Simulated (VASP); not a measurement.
# Tl (Im-3m) in VASP: a series of runs, part 3 of 3

VASP 6.6.1. The steps go on from the part before.

## Step 5: Single point, PBE (strained and moved within a subgroup)

File INCAR:

```
SYSTEM = Tl
ALGO     = Normal         ! electronic algorithm
EDIFF    = 1E-7           ! SCF threshold, eV
ENCUT    = 520            ! plane-wave cutoff, eV
GGA      = PE             ! functional
ISIF     = 2              ! what is computed and relaxed
ISMEAR   = 0              ! smearing method
LASPH    = .True.         ! aspherical terms in the spheres
LCHARG   = .True.         ! write CHGCAR
LELF     = .True.         ! ELF
LREAL    = .False.        ! projectors in reciprocal space
LVHAR    = .True.       
LWAVE    = .False.        ! write WAVECAR
NBANDS   = 12             ! bands
NELM     = 100            ! most SCF steps
PREC     = Accurate       ! precision mode
SIGMA    = 0.1            ! smearing width, eV
```

File KPOINTS:

```
k-points
0
Gamma
  15 15 15
  0 0 0
```

File POSCAR:

```
Tl
1.0
   -1.8875836800      1.8875836800      1.9264036800
    1.8487636800     -1.8487636800      1.8487636800
    1.9264036800      1.8875836800     -1.8875836800
Tl
1
Direct
    0.0000000000      0.0000000000      0.0000000000
```

Potentials or basis: VASP PAW PBE potentials, release 64 (Tl_d).

Started as:

```
$ cat potpaw_PBE.64/Tl_d/POTCAR > POTCAR
$ mpirun -np 1 vasp_std > vasp.out
```

OUTCAR:

```text
SYSTEM = Tl
   EDIFF = 1E-7
   ENCUT = 520
   GGA = PE
   ISIF = 2
   ISMEAR = 0
   LASPH = .True.
   LREAL = .False.
   NELM = 100
   PREC = Accurate

 ion  position               nearest neighbor table
   1  0.000  0.000  0.000-

  LATTYP: Found a trigonal (rhomboedric) cell.
 ALAT       =     3.2919561717
 COS(alpha) =    -0.3423025334

  Lattice vectors:

 A1 = (  -1.9264036800,  -1.8875836800,   1.8875836800)
 A2 = (   1.8875836800,  -1.8875836800,  -1.9264036800)
 A3 = (   1.8875836800,   1.9264036800,   1.8875836800)

Analysis of symmetry for initial positions (statically):
=====================================================================
 Subroutine PRICEL returns:
 Original cell was already a primitive cell.

 Routine SETGRP: Setting up the symmetry group for a
 trigonal (rhombohedral) supercell.

 Subroutine GETGRP returns: Found 12 space group operations
 (whereof 12 operations were pure point group operations)
 out of a pool of 12 trial point group operations.

The static configuration has the point symmetry D_3d.

Analysis of symmetry for dynamics (positions and initial velocities):
=====================================================================
 Subroutine PRICEL returns:
 Original cell was already a primitive cell.

 Routine SETGRP: Setting up the symmetry group for a
 trigonal (rhombohedral) supercell.

 Subroutine GETGRP returns: Found 12 space group operations
 (whereof 12 operations were pure point group operations)
 out of a pool of 12 trial point group operations.

The dynamic configuration has the point symmetry D_3d.

 Subroutine INISYM returns: Found 12 space group operations
 (whereof 12 operations are pure point group operations),
 and found     1 'primitive' translations

----------------------------------------------------------------------------------------

[... 110 lines left out ...]
     AMIX_MAG =   1.60;   BMIX_MAG =  1.00
  volume/ion in A,a.u.               =      26.89       181.48
  Fermi-wavevector in a.u.,A,eV,Ry     =   1.284821  2.427960 22.460024  1.650765
  Thomas-Fermi vector in A             =   2.416992
   LORBIT       =      0    0 simple, 1 ext, 2 COOP (PROOUT), +10 PAW based schemes
   GGA     = PE    functional components
   LHFCALC =     F    Hartree Fock is set to
   AEXX    =    0.0000 exact exchange contribution
   IVDW    =     0    specifies the selected vdW correction
   LEPSILON=     F    determine dielectric tensor
   LRPA    =     F    only Hartree local field effects (RPA)
 non-spin polarized calculation
 Gauss-broadening in eV      SIGMA  =   0.10
  energy-cutoff  :      520.00
  volume of cell :       26.89
 maximum number of plane-waves:       735
   NGX = 13   NGY = 11   NGZ = 13

 number of electron      12.9999999 magnetization

 Free energy of the ion-electron system (eV)
  ---------------------------------------------------
  ext. energy  EPLUGINS =         0.00000000
  ---------------------------------------------------
  free energy    TOTEN  =        -2.14376471 eV

  energy without entropy =       -2.14064661  energy(sigma->0) =       -2.14220566

 E-fermi :   7.3272     XC(G=0): -10.5034

 val. band max:        7.3245767662   @ k =  -0.4000  -0.4000   0.2000
 cond. band min:       7.3296560958   @ k =  -0.4667   0.4667   0.3333
 fundamental gap:      0.0050793296
 Fermi energy:         7.3271874047

 k-point     1 :       0.0000    0.0000    0.0000
  band No.  band energies     occupation
      1      -4.6121      2.00000
      2      -4.5008      2.00000
      3      -4.5008      2.00000
      4      -4.0333      2.00000
      5      -4.0333      2.00000
      6      -3.2314      2.00000
      7      18.4285      0.00000
      8      18.4285      0.00000
      9      19.2356      0.00000
     10      19.4657      0.00000
     11      19.9991      0.00000
     12      19.9991      0.00000
[... 331 lines left out ...]
 k-point    24 :      -0.0667    0.1333   -0.0000
  band No.  band energies     occupation
      1      -4.5257      2.00000
      2      -4.4971      2.00000
      3      -4.4882      2.00000
      4      -4.0703      2.00000
      5      -4.0415      2.00000
      6      -2.8988      2.00000
      7      16.4588      0.00000
      8      17.3893      0.00000
      9      17.8407      0.00000
     10      19.1698      0.00000
     11      19.4976      0.00000
     12      19.7063      0.00000

 [... further k-points ...]
[... 5 lines left out ...]
  --------------------------------------------------------------------------------------
  -------------------------------------------------------------------------------------
  Total        1.0478118      1.0478118      1.0478118     -0.0440889     -0.0440889      0.0440889
  in kB       62.4243423     62.4243423     62.4243423     -2.6266359     -2.6266359      2.6266359
  external PRESSURE =      62.4243423 kB  Pullay stress =       0.0000000 kB

 VOLUME and BASIS-vectors are now :
 -----------------------------------------------------------------------------
  energy-cutoff  :      520.00
  volume of cell :       26.89
      direct lattice vectors                 reciprocal lattice vectors
    -1.887583680  1.887583680  1.926403680     0.000000000  0.262192793  0.262192793
     1.848763680 -1.848763680  1.848763680     0.267698270 -0.005505476  0.267698270
     1.926403680  1.887583680 -1.887583680     0.262192793  0.262192793  0.000000000

 POSITION                                       TOTAL-FORCE (eV/Angst)
 -----------------------------------------------------------------------------------
      0.00000      0.00000      0.00000        -0.000000      0.000000     -0.000000
 -----------------------------------------------------------------------------------
    total drift:                               -0.000000      0.000000      0.000000

  FREE ENERGIE OF THE ION-ELECTRON SYSTEM (eV)
  ---------------------------------------------------
  free  energy   TOTEN  =        -2.1437647057 eV

  energy  without entropy=       -2.1406466136  energy(sigma->0) =       -2.14220566
```

Run time: 56 s. Hardware: 1 thread of Intel Xeon Platinum 8488C (Sapphire Rapids), shared host; peak memory 0.22 GiB.

What came out:

```yaml
Free_energy: -2.1438 eV
Pressure: 6.2 GPa
Band_gap_on_the_k_mesh: none (metal or under the smearing width)
```

Stress tensor (GPa, compression positive):
```
 6.24 -0.26  0.26
-0.26  6.24 -0.26
 0.26 -0.26  6.24
```

## Step 6: Single point, PBEsol (functional PBEsol, strained and moved within the space group)

File INCAR:

```
PREC     = Accurate       # precision mode
ENCUT    = 520            # plane-wave cutoff, eV
EDIFF    = 1E-6           # SCF threshold, eV
ISMEAR   = 0              # smearing method
SIGMA    = 0.1            # smearing width, eV
LREAL    = False          # projectors in reciprocal space
LASPH    = True           # aspherical terms in the spheres
NELM     = 100            # most SCF steps
ALGO     = Normal         # electronic algorithm
ISIF     = 2              # what is computed and relaxed
LWAVE    = False          # write WAVECAR
LCHARG   = False          # write CHGCAR
GGA      = PS             # functional
NBANDS   = 12             # bands
```

File KPOINTS:

```
Automatic mesh
0
Gamma
  16 16 16
```

File POSCAR:

```
Tl
1.0
   -1.9746763500      1.9746763500      1.9746763500
    1.9746763500     -1.9746763500      1.9746763500
    1.9746763500      1.9746763500     -1.9746763500
Tl
1
Direct
    0.0000000000      0.0000000000      0.0000000000
```

Potentials or basis: VASP PAW PBE potentials, release 64 (Tl_d).

Started as:

```
$ cat potpaw_PBE.64/Tl_d/POTCAR > POTCAR
$ mpirun -np 1 vasp_std > vasp.out
```

Wall time 34 s (1 thread of Intel Xeon Platinum 8488C (Sapphire Rapids), shared host); peak memory 0.19 GiB.

It converged, with:

* Free energy: -2.6111 eV
* Pressure: -2.3 GPa
* Band gap on the k mesh: none (metal or under the smearing width)

Levels at points of the mesh, in eV from the Fermi level:
```tsv
k point	band 4	band 5	band 6	band 7	band 8	band 9
(0.00, 0.00, 0.00)	-11.10	-11.10	-9.53	10.11	10.11	10.11
(0.50, 0.00, 0.00)	-11.10	-10.87	-5.02	-2.43	5.55	6.94
(0.50, 0.50, 0.50)	-10.92	-10.92	-1.95	1.47	1.47	1.47
```

Caveat: the PAW data sets were made with another functional, which shifts forces and pressure a little.

## Step 7: The runs side by side

```csv
level,potentials or basis,cell,k mesh,gap on the mesh (eV),pressure (GPa)
PBE,"VASP PAW PBE potentials, release 64 (Tl_d)",strained and moved within the space group,16 × 16 × 16,none,0.6
PBE,"VASP PAW PBE potentials, release 64 (Sc_sv)","Tl replaced by Sc, lengths x 1.103, strained and moved within the space group",6 × 6 × 6,none,-10.3
PBE,"VASP PAW PBE potentials, release 64 (Tl_d)",one atom moved,14 × 14 × 14,none,2.2
PBE,"VASP PAW PBE potentials, release 64 (Tl_d)",strained and moved within a subgroup,15 × 15 × 15,none,6.2
PBEsol,"VASP PAW PBE potentials, release 64 (Tl_d)","functional PBEsol, strained and moved within the space group",16 × 16 × 16,none,-2.3
```

Alike in all rows: task single point; no spin polarisation; cutoff (eV) 520; smearing gaussian 0.1 eV.

Caveats: the PAW data sets were made with another functional, which shifts forces and pressure a little (some runs).

Total energies depend on the potentials used, so only differences within one code and one set of settings carry meaning.
